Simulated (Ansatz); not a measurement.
## Z2 indices of CsI — Ansatz, plane waves and PAW

Space group Pm-3m (No. 221), 2 atoms in the cell of the first input below: a = 4.567 Å, b = 4.567 Å, c = 4.567 Å, α = 90.00°, β = 90.00°, γ = 90.00°.

The cell was built from a prototype of a structure type listed for this compound, at its measured volume, taken without relaxation (pressure 0.4 GPa with this functional, without spin–orbit coupling). Functional: r2SCAN.

Input:

```yaml
crystal:
  lattice:
    - [4.5667002916, 0.0, 0.0]
    - [0.0, 4.5667002916, 0.0]
    - [0.0, 0.0, 4.5667002916]
  atoms:
    - { symbol: Cs, position: [0.0, 0.0, 0.0] }
    - { symbol: I, position: [0.5, 0.5, 0.5] }
basis:
  ecutwfc: 500
  ecutrho_ratio: 4
kpoints:
  mp_grid: { grid: [4, 4, 4] }
hamiltonian:
  xc: r2scan
scf:
  occupations: { method: gaussian, width: 0.05 }
output:
  forces: true
  stress: true
  eigenvalues: true
  populations: true
  topological_invariants: true
magnetization:
  noncollinear: true
  spin_orbit: true
```

```bash
ansatz run input.yaml --threads 4 --pin off --max-ram 9216MiB --backend cpu --events-out ev --progress --plain --runs-dir out
```

Time: 19 s on 4 threads of Arm Neoverse V1, on a shared host, peak memory 1.1 GiB.

Without spin–orbit coupling the gap on a 8×8×8 mesh is 4.62 eV. With it, in a separate run (self-consistent on 6×6×6, bands on 12×12×12), a gap of 4.38 eV parts the filled from the empty bands (a gap on a mesh is an upper bound, as the edges may lie between its points, so gaps on unlike meshes don't measure the coupling's effect alone). The indices are those of the lowest 26 bands, and their direct separation from the next band is open.

Odd-parity bands among them at the eight time-reversal-invariant momenta (inversion centre at 0.000 0.000 0.000):

| k | odd bands |
| --- | --- |
| 0.0 0.0 0.0 | 12 |
| 0.0 0.0 0.5 | 18 |
| 0.0 0.5 0.0 | 18 |
| 0.0 0.5 0.5 | 12 |
| 0.5 0.0 0.0 | 18 |
| 0.5 0.0 0.5 | 12 |
| 0.5 0.5 0.0 | 12 |
| 0.5 0.5 0.5 | 18 |

Question: What are the Z2 indices by the rule of Fu and Kane?

Answer: Each Kramers pair counts once, so δ = (−1)^(odd bands / 2): +, −, −, +, −, +, +, −. The product of all eight gives ν0, the products over the planes k_i = 1/2 the weak indices: (0;000). The Wilson-loop planes give (0;000).

Question: The cell is scaled in volume by 0.96 and 1.05 with the atoms carried along. Do the indices change?

Answer: No.

```tsv
volume ratio	pressure with spin–orbit coupling (GPa)	smallest direct separation sampled (eV)	at k	separation	Z2
0.96	1.0	4.305	0.00 0.00 0.00	open	(0;000)
1.00	0.4	4.379	0.00 0.00 0.00	open	(0;000)
1.05	-0.2	4.213	0.00 0.00 0.00	open	(0;000)
```

Caveats: Kohn–Sham gaps are too small; Z2 indices don't see topology that rests on crystal symmetry, and an even number of inversions cancels.

CsI is a topologically trivial ionic insulator at all three volumes. The negative parity products don't signal a band inversion: with the inversion centre on Cs, the iodine orbitals pick up a k-dependent phase from their position at the body centre. Filled Cs 5s and 5p and I 4d, 5s and 5p shells reproduce the counts of 12 and 18 exactly, as expected of an atomic limit. Spin–orbit coupling splits the I 5p states at the valence top, but far too weakly to bring them across the gap to the empty states.

The direct separation at the zone centre doesn't vary monotonically with volume: it is largest at 1.00 and falls on both compression and expansion. This suggests a change in the lowest empty state, from s-like at larger volume to Cs 5d-like under compression, since the two respond oppositely to volume. Orbital projections of the conduction edge would be needed to confirm that crossover.
